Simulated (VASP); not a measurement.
# BN (R3m) in VASP: notebook

One crystal, BN, is run at these levels: PBEsol+D3, PBEsol+D3(BJ), PBE; tasks: relaxation of cell and atoms, single point.

All numbers are computed with VASP 6.6.1; they aren't measurements. Logs are shortened: lines on timing, memory, paths and dates and some standing lists are left out, and cuts for length are marked.

**1. The structure**

Symmetry: R3m, No. 160, trigonal system. The conventional cell has a = 2.502 Å, b = 2.502 Å, c = 10.119 Å, α = 90.00°, β = 90.00°, γ = 120.00°. N (site symmetry 3m) has 3 B at 1.44 Å as nearest neighbours. B (site symmetry 3m) is surrounded by 3 N at 1.44 Å.

The cell is a database's computed one.

**2. Relaxation of cell and atoms, PBEsol+D3**

The input, INCAR:

```
SYSTEM = BN
ALGO     = Normal         ! electronic algorithm
EDIFF    = 1E-6           ! SCF threshold, eV
EDIFFG   = -0.01          ! ionic threshold
ENCUT    = 600            ! plane-wave cutoff, eV
GGA      = PS             ! functional
IBRION   = 2              ! ionic algorithm
ISIF     = 3              ! what is computed and relaxed
ISMEAR   = -1             ! smearing method
IVDW     = 11             ! dispersion correction
LASPH    = .True.         ! aspherical terms in the spheres
LCHARG   = .False.        ! write CHGCAR
LREAL    = .False.        ! projectors in reciprocal space
LWAVE    = .False.        ! write WAVECAR
NELM     = 100            ! most SCF steps
NSW      = 60             ! ionic steps
PREC     = Accurate       ! precision mode
SIGMA    = 0.05           ! smearing width, eV
```

The input, KPOINTS:

```
k-points
0
Gamma
  12 12 12
  0 0 0
```

The input, POSCAR:

```
BN
1.0
    1.2511217832      0.7223354983      3.3729344033
   -1.2511217832      0.7223354983      3.3729344033
    0.0000000000     -1.4446709966      3.3729344033
N B
1 1
Direct
    0.6672382000      0.6672382000      0.6672382000
    0.0003288000      0.0003288000      0.0003288000
```

Potentials or basis: VASP PAW PBE potentials, release 64 (N, B).

The run is started by

```bash
$ cat potpaw_PBE.64/N/POTCAR potpaw_PBE.64/B/POTCAR > POTCAR
$ mpirun -np 1 vasp_std > vasp.out
```

OUTCAR:

```text
SYSTEM = BN
   EDIFF = 1E-6
   EDIFFG = -0.01
   ENCUT = 600
   GGA = PS
   IBRION = 2
   ISIF = 3
   ISMEAR = -1
   IVDW = 11
   LASPH = .True.
   LREAL = .False.
   NELM = 100
   NSW = 60
   PREC = Accurate
 IVDW          = 11

 ion  position               nearest neighbor table
   1  0.667  0.667  0.667-   2 1.44   2 1.44   2 1.44
   2  0.000  0.000  0.000-   1 1.44   1 1.44   1 1.44

  LATTYP: Found a trigonal (rhomboedric) cell.
 ALAT       =     3.6692997666
 COS(alpha) =     0.7674786797

  Lattice vectors:

 A1 = (   1.2511217832,   0.7223354983,   3.3729344033)
 A2 = (  -1.2511217832,   0.7223354983,   3.3729344033)
 A3 = (   0.0000000000,  -1.4446709966,   3.3729344033)

Analysis of symmetry for initial positions (statically):
=====================================================================
 Subroutine PRICEL returns:
 Original cell was already a primitive cell.

 Routine SETGRP: Setting up the symmetry group for a
 trigonal (rhombohedral) supercell.

 Subroutine GETGRP returns: Found  6 space group operations
 (whereof  6 operations were pure point group operations)
 out of a pool of 12 trial point group operations.

The static configuration has the point symmetry C_3v.

Analysis of symmetry for dynamics (positions and initial velocities):
=====================================================================
 Subroutine PRICEL returns:
 Original cell was already a primitive cell.

 Routine SETGRP: Setting up the symmetry group for a
 trigonal (rhombohedral) supercell.

 Subroutine GETGRP returns: Found  6 space group operations
 (whereof  6 operations were pure point group operations)
 out of a pool of 12 trial point group operations.

The dynamic configuration has the point symmetry C_3v.

 Subroutine INISYM returns: Found  6 space group operations
 (whereof  6 operations are pure point group operations),
 and found     1 'primitive' translations

----------------------------------------------------------------------------------------

                                     Primitive cell

  volume of cell :      18.2893

  direct lattice vectors                    reciprocal lattice vectors
     1.251121783  0.722335498  3.372934403     0.399641351  0.230733042  0.098825916
    -1.251121783  0.722335498  3.372934403    -0.399641351  0.230733042  0.098825916
     0.000000000 -1.444670997  3.372934403     0.000000000 -0.461466083  0.098825916

  length of vectors
     3.669299767  3.669299767  3.669299767     0.471929558  0.471929558  0.471929558

  position of ions in fractional coordinates (direct lattice)
     0.667238200  0.667238200  0.667238200
     0.000328800  0.000328800  0.000328800

  ion indices of the primitive-cell ions
   primitive index   ion index
                 1           1
                 2           2

----------------------------------------------------------------------------------------

 KPOINTS: k-points

Automatic generation of k-mesh.
 Grid dimensions read from file:
 generate k-points for:   12   12   12

 Generating k-lattice:

  Cartesian coordinates                     Fractional coordinates (reciprocal lattice)
     0.033303446  0.019227753  0.008235493     0.083333333  0.000000000  0.000000000
    -0.033303446  0.019227753  0.008235493     0.000000000  0.083333333  0.000000000
     0.000000000 -0.038455507  0.008235493     0.000000000  0.000000000  0.083333333

  Length of vectors
     0.039327463  0.039327463  0.039327463

  Shift w.r.t. Gamma in fractional coordinates (k-lattice)
     0.000000000  0.000000000  0.000000000

 Subroutine IBZKPT returns following result:
 ===========================================

 Found    189 irreducible k-points:

 Following reciprocal coordinates:
            Coordinates               Weight
  0.000000  0.000000  0.000000      1.000000
  0.083333 -0.000000 -0.000000      6.000000
  0.166667 -0.000000  0.000000      6.000000
  0.250000 -0.000000 -0.000000      6.000000
  0.333333 -0.000000  0.000000      6.000000
  0.416667 -0.000000 -0.000000      6.000000
[... 16 lines left out ...]
  0.500000  0.166667 -0.000000     12.000000
 -0.416667  0.166667  0.000000     12.000000
 [... further k-points ...]
   k-points           NKPTS =    189   k-points in BZ     NKDIM =    189   number of bands    NBANDS=      8
   number of dos      NEDOS =    301   number of ions     NIONS =      2
   total plane-waves  NPLWV =  27000
   dimension x,y,z NGX =    30 NGY =   30 NGZ =   30
   dimension x,y,z NGXF=    60 NGYF=   60 NGZF=   60
   ions per type =               1   1
   NGX,Y,Z   is equivalent  to a cutoff of  13.59, 13.59, 13.59 a.u.
   NGXF,Y,Z  is equivalent  to a cutoff of  27.18, 27.18, 27.18 a.u.
 SYSTEM =  BN
   PREC   = accura    normal or accurate (medium, high low for compatibility)
   ISTART =      0    job   : 0-new  1-cont  2-samecut
   ICHARG =      2    charge: 1-file 2-atom 10-const
   ISPIN  =      1    spin polarized calculation?
   LNONCOLLINEAR =      F non collinear calculations
   LSORBIT =      F    spin-orbit coupling
   LASPH  =      T    aspherical Exc in radial PAW
   ENCUT  =  600.0 eV  44.10 Ry    6.64 a.u.   7.33  7.33  7.33*2*pi/ulx,y,z
   NELM   =    100;   NELMIN=  2; NELMDL= -5     # of ELM steps
   EDIFF  = 0.1E-05   stopping-criterion for ELM
   LREAL  =      F    real-space projection
   EDIFFG = -.1E-01   stopping-criterion for IOM
   NSW    =     60    number of steps for IOM
   IBRION =      2    ionic relax: 0-MD 1-quasi-New 2-CG
   NFREE  =      1    steps in history (QN), initial steepest desc. (CG)
   ISIF   =      3    stress and relaxation
   ISYM   =      2    0-nonsym 1-usesym 2-fastsym
   POTIM  = 0.5000    time-step for ionic-motion
   TEBEG  =    0.0;   TEEND  =   0.0 temperature during run
   PSTRESS=    0.0 pullay stress
   NELECT =       8.0000    total number of electrons
   NUPDOWN=      -1.0000    fix difference up-down
   EMIN   =  10.00;   EMAX   =-10.00  energy-range for DOS
   EFERMI =   0.00;   METHOD = LEGACY
   ISMEAR =    -1;   SIGMA  =   0.05  broadening in eV -4-tet -1-fermi 0-gaus
   EFERMI_NEDOS =   21; number of points for ismear=-14 and -15
   IALGO  =     38    algorithm
   IMIX   =      4    mixing-type and parameters
     AMIX     =   0.40;   BMIX     =  1.00
     AMIX_MAG =   1.60;   BMIX_MAG =  1.00
  volume/ion in A,a.u.               =       9.14        61.71
  Fermi-wavevector in a.u.,A,eV,Ry     =   1.242717  2.348395 21.012099  1.544346
  Thomas-Fermi vector in A             =   2.377059
   LORBIT       =      0    0 simple, 1 ext, 2 COOP (PROOUT), +10 PAW based schemes
   GGA     = PS    functional components
   LHFCALC =     F    Hartree Fock is set to
   AEXX    =    0.0000 exact exchange contribution
   IVDW    =    11    specifies the selected vdW correction
   LEPSILON=     F    determine dielectric tensor
   LRPA    =     F    only Hartree local field effects (RPA)
 conjugate gradient relaxation of ions
 non-spin polarized calculation
  energy-cutoff  :      600.00
  volume of cell :       18.29
 maximum number of plane-waves:       624
 NGX is ok and might be reduce to    30
   NGX = 15   NGY = 15   NGZ = 15

--------------------------------------- Ionic step        1  -------------------------------------------

 number of electron       8.0000000 magnetization

 Free energy of the ion-electron system (eV)
  ---------------------------------------------------
  ext. energy  EPLUGINS =         0.00000000
  ---------------------------------------------------
  free energy    TOTEN  =       -18.28800152 eV

  energy without entropy =      -18.28800152  energy(sigma->0) =      -18.28800152

------------------------ aborting loop because EDIFF is reached ----------------------------------------

 Edisp (eV)   -0.14528

 E8    (eV) :    -0.0634

  FORCE on cell =-STRESS in cart. coord.  units (eV):
  Direction    XX          YY          ZZ          XY          YZ          ZX
  --------------------------------------------------------------------------------------
  -------------------------------------------------------------------------------------
  Total       0.00931     0.00931    -0.16286     0.00000     0.00000    -0.00000
  in kB       0.81587     0.81587   -14.26714     0.00000     0.00000    -0.00000
  external pressure =       -4.21 kB  Pullay stress =        0.00 kB
[... 97 lines left out ...]
  FREE ENERGIE OF THE ION-ELECTRON SYSTEM (eV)
  ---------------------------------------------------
  free  energy   TOTEN  =       -18.4355079067 eV

  energy  without entropy=      -18.4355079067  energy(sigma->0) =      -18.43550791

[... ionic steps 4 to 8 ...]

--------------------------------------- Ionic step        9  -------------------------------------------

 number of electron       8.0000000 magnetization

------------------------ aborting loop because EDIFF is reached ----------------------------------------

 Edisp (eV)   -0.15572

 E8    (eV) :    -0.0708
[... 69 lines left out ...]
  energy  without entropy=      -18.4386759354  energy(sigma->0) =      -18.43867594

--------------------------------------- Ionic step       11  -------------------------------------------

 number of electron       8.0000000 magnetization

 Free energy of the ion-electron system (eV)
  ---------------------------------------------------
  ext. energy  EPLUGINS =         0.00000000
  ---------------------------------------------------
  free energy    TOTEN  =       -18.28240528 eV

  energy without entropy =      -18.28240528  energy(sigma->0) =      -18.28240528

 E-fermi :   3.6481     XC(G=0): -10.6024

 val. band max:        2.5468387011   @ k =  -0.3333   0.2500  -0.0000
 cond. band min:       6.5679024152   @ k =   0.5000   0.5000  -0.0000
 fundamental gap:      4.0210637141
 Fermi energy:         3.6480982344

 k-point     1 :       0.0000    0.0000    0.0000
  band No.  band energies     occupation
      1     -15.2848      2.00000
      2      -1.3200      2.00000
      3       1.2796      2.00000
      4       1.2796      2.00000
      5       7.8689      0.00000
      6      14.1923      0.00000
      7      14.1923      0.00000
      8      15.7421      0.00000
[... 243 lines left out ...]
 k-point    24 :      -0.4167    0.1667    0.0000
  band No.  band energies     occupation
      1     -11.7471      2.00000
      2      -6.1186      2.00000
      3      -2.8554      2.00000
      4       2.2692      2.00000
      5       7.7101      0.00000
      6      14.0135      0.00000
      7      16.1422      0.00000
      8      16.9982      0.00000

 [... further k-points ...]

------------------------ aborting loop because EDIFF is reached ----------------------------------------

 Edisp (eV)   -0.15628

 E8    (eV) :    -0.0712

  FORCE on cell =-STRESS in cart. coord.  units (eV):
  Direction    XX          YY          ZZ          XY          YZ          ZX
  --------------------------------------------------------------------------------------
  -------------------------------------------------------------------------------------
  Total       0.01921     0.01921    -0.00081     0.00000     0.00000     0.00000
  in kB       1.78465     1.78465    -0.07491     0.00000     0.00000     0.00000
  external pressure =        1.16 kB  Pullay stress =        0.00 kB
[... 17 lines left out ...]
  FREE ENERGIE OF THE ION-ELECTRON SYSTEM (eV)
  ---------------------------------------------------
  free  energy   TOTEN  =       -18.4386870414 eV

  energy  without entropy=      -18.4386870414  energy(sigma->0) =      -18.43868704

 reached required accuracy - stopping structural energy minimisation
```

Wall time 3.4 min (1 thread of Intel Xeon Platinum 8488C (Sapphire Rapids), shared host); peak memory 0.19 GiB.

What came out:

- Free energy: -18.4387 eV
- Relaxed volume: 8.62 Å³/atom
- Relaxed cell: a = 3.494 Å, b = 3.494 Å, c = 3.494 Å, α = 41.96°, β = 41.96°, γ = 41.96°
- Space group after relaxing (to 0.05 Å): R3m (No. 160)
- Energy gained by relaxing: 2.7 meV/atom
- Ionic steps: 11
- Pressure after relaxing: 0.1 GPa
- Band gap on the k mesh: 4.02 eV, indirect (least direct gap 4.65 eV)
- Dispersion energy per atom: -0.078 eV

Step by step:
| step | energy change (eV) | largest force (eV/Å) | pressure (GPa) | volume (Å³) |
| --- | --- | --- | --- | --- |
| 1 | 0.0000 | 0.0056 | -0.42 | 18.29 |
| 2 | -0.0006 | 0.0024 | -0.54 | 18.23 |
| 3 | -0.0022 | 0.0264 | -0.99 | 18.03 |
| 4 | -0.0040 | 0.0746 | -1.81 | 17.65 |
| 5 | -0.0042 | 0.0721 | -1.57 | 17.61 |
| 6 | -0.0048 | 0.0650 | -0.84 | 17.50 |
| 7 | -0.0052 | 0.0514 | 0.61 | 17.27 |
| 8 | -0.0052 | 0.0540 | 0.31 | 17.31 |
| 9 | -0.0053 | 0.0430 | 0.28 | 17.30 |
| 10 | -0.0054 | 0.0104 | 0.17 | 17.26 |
| 11 | -0.0054 | 0.0017 | 0.12 | 17.25 |

Final structure:
```xyz
2
Lattice="1.2510 0.7222 3.1816 -1.2510 0.7222 3.1816 0.0000 -1.4445 3.1816" Properties=species:S:1:pos:R:3 pbc="T T T"
N     0.0000    0.0000    6.3695
B     0.0000    0.0000    0.0023
```

Caveat: the PAW data sets were made with another functional, which shifts forces and pressure a little.

**3. Relaxation of cell and atoms, PBEsol+D3(BJ)**

The input, INCAR:

```
SYSTEM = BN
  ALGO = Fast
  EDIFF = 1E-6
  EDIFFG = -0.005
  ENCUT = 600
  GGA = PS
  IBRION = 2
  ISIF = 3
  ISMEAR = -1
  IVDW = 12
  LASPH = .True.
  LCHARG = .False.
  LREAL = .False.
  LWAVE = .False.
  NELM = 80
  NSW = 40
  PREC = Accurate
  SIGMA = 0.05
```

KPOINTS is that of step 2.

POSCAR is that of step 2.

Potentials or basis: VASP PAW PBE potentials, release 64 (N, B).

The run is started by

```bash
$ cat potpaw_PBE.64/N/POTCAR potpaw_PBE.64/B/POTCAR > POTCAR
$ mpirun -np 1 vasp_std > vasp.out
```

Run time: 6.5 min. Hardware: 1 thread of Intel Xeon Platinum 8488C (Sapphire Rapids), shared host; peak memory 0.2 GiB.

Results (log left out):

* Free energy: -18.4936 eV
* Relaxed volume: 8.55 Å³/atom
* Relaxed cell: a = 3.472 Å, b = 3.472 Å, c = 3.472 Å, α = 42.22°, β = 42.22°, γ = 42.22°
* Space group after relaxing (to 0.05 Å): R3m (No. 160)
* Energy gained by relaxing: 3.4 meV/atom
* Ionic steps: 17
* Pressure after relaxing: 0.0 GPa
* Band gap on the k mesh: 4.00 eV, indirect (least direct gap 4.66 eV)
* Dispersion energy per atom: -0.106 eV

Forces in eV/Å, atoms in the order of the input:
```
N    0.000  0.000 -0.003
B    0.000  0.000  0.003
```

Stress tensor (GPa, compression positive):
```
-0.07  0.00  0.00
 0.00 -0.07  0.00
 0.00  0.00  0.05
```

Step by step:
```csv
step,energy change (eV),largest force (eV/Å),pressure (GPa),volume (Å³)
1,0.0000,0.0027,-0.88,18.29
2,-0.0007,0.0020,0.24,18.16
3,-0.0008,0.0035,0.57,18.11
4,-0.0011,0.0046,0.51,18.09
5,-0.0020,0.0078,0.32,18.00
6,-0.0037,0.0148,-0.05,17.84
7,-0.0058,0.0299,-0.83,17.51
8,-0.0042,0.0685,-2.24,16.85
9,-0.0063,0.0398,-1.25,17.32
10,-0.0067,0.0302,-0.33,17.16
11,-0.0067,0.0287,-0.23,17.14
12,-0.0067,0.0260,0.06,17.09
13,-0.0067,0.0268,-0.05,17.10
14,-0.0067,0.0266,-0.02,17.10
15,-0.0067,0.0263,0.01,17.09
16,-0.0068,0.0156,-0.01,17.10
17,-0.0068,0.0029,-0.03,17.10
```

Final structure:
```
CELL_PARAMETERS angstrom
1.25043 0.72194 3.15760
-1.25043 0.72194 3.15760
0.00000 -1.44387 3.15760
ATOMIC_POSITIONS crystal
N 0.66738 0.66738 0.66738
B 0.00018 0.00018 0.00018
```

Levels at points of the mesh, in eV from the valence-band top:
```tsv
k point	band 2	band 3	band 4	band 5	band 6	band 7
(0.00, 0.00, 0.00)	-3.83	-1.27	-1.27	5.37	11.65	11.65
(0.50, 0.00, 0.00)	-9.02	-4.06	-0.51	5.29	9.99	13.18
(0.50, 0.50, 0.00)	-8.82	-4.17	-1.35	4.00	9.78	14.55
(0.50, 0.50, 0.50)	-6.56	-1.31	-1.31	10.70	11.53	11.53
```

Caveat: the PAW data sets were made with another functional, which shifts forces and pressure a little.

(Continued in part 2 of 2.)
